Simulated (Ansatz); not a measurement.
# SiRu: the cell at several levels of theory

An exercise on one series of results from a longer session: the logs are not shown, and one member is left open.

Code: Ansatz 0.2.0. PAW datasets, plane waves, zero pressure. Computed at 0 K without zero-point motion; spin polarisation is off.

## Starting point

The symmetry is P2_13 (No. 198, cubic); a = 4.709 Å in the conventional setting, 13.05 Å³ an atom. Si has 7 Ru at 2.38–2.70 Å; Ru has 7 Si at 2.38–2.70 Å.

The structure in full:

```cif
data_structure
_symmetry_space_group_name_H-M 'P2_13'
_symmetry_Int_Tables_number 198
_cell_length_a 4.7086
_cell_length_b 4.7086
_cell_length_c 4.7086
_cell_angle_alpha 90.000
_cell_angle_beta 90.000
_cell_angle_gamma 90.000
_cell_volume 104.39
loop_
_atom_site_label
_atom_site_type_symbol
_atom_site_symmetry_multiplicity
_atom_site_Wyckoff_symbol
_atom_site_fract_x
_atom_site_fract_y
_atom_site_fract_z
_atom_site_occupancy
Si1 Si 4 a 0.16242 0.33758 0.66242 1
Ru1 Ru 4 a 0.87059 0.62941 0.37059 1
```

The first run:

Input file input.yaml:

```yaml
crystal:
  lattice:
    - [4.70859538, 0.0, 0.0]
    - [0.0, 4.70859538, 0.0]
    - [0.0, 0.0, 4.70859538]
  atoms:
    - { symbol: Si, position: [0.16242227, 0.33757773, 0.66242227] }
    - { symbol: Si, position: [0.33757773, 0.66242227, 0.16242227] }
    - { symbol: Si, position: [0.66242227, 0.16242227, 0.33757773] }
    - { symbol: Si, position: [0.83757773, 0.83757773, 0.83757773] }
    - { symbol: Ru, position: [0.87059449, 0.62940551, 0.37059449] }
    - { symbol: Ru, position: [0.62940551, 0.37059449, 0.87059449] }
    - { symbol: Ru, position: [0.37059449, 0.87059449, 0.62940551] }
    - { symbol: Ru, position: [0.12940551, 0.12940551, 0.12940551] }
kpoints:
  mp_grid: { grid: [6, 6, 6] }
hamiltonian:
  xc: pbe
scf:
  occupations: { method: fermi_dirac, width: 0.02 }
relax:
  f_tol: 0.005
  cell: {}
```

On the command line:

```
$ ansatz run input.yaml --threads 2 --pin off --max-ram 29491MiB --backend cpu --events-out ev --progress --plain --runs-dir out
```

Among the steps run: PBE: cell and atoms; Relaxing with r2SCAN; Relaxing with PBEsol; LDA: cell and atoms.

One of the session's tables, all rows but one given; the rest of the session is left out.

| level | a (Å) | volume (Å³/atom) |
| --- | --- | --- |
| PBE | 4.736 | 13.277 |
| r2SCAN | 4.705 | 13.018 |
| PBEsol | ? | ? |
| LDA | 4.664 | 12.680 |

**Question.** Estimate the row for PBEsol.

**Answer.** a (Å): 4.689; volume (Å³/atom): 12.891. In the column «a (Å)» it lies between LDA (4.664) and r2SCAN (4.705).

In words: From the start to the first minimum the volume moved by +1.7 %. LDA gives the smallest cell and PBE the largest; they differ by 4.7 % in volume, a mean of 1.5 % in length.
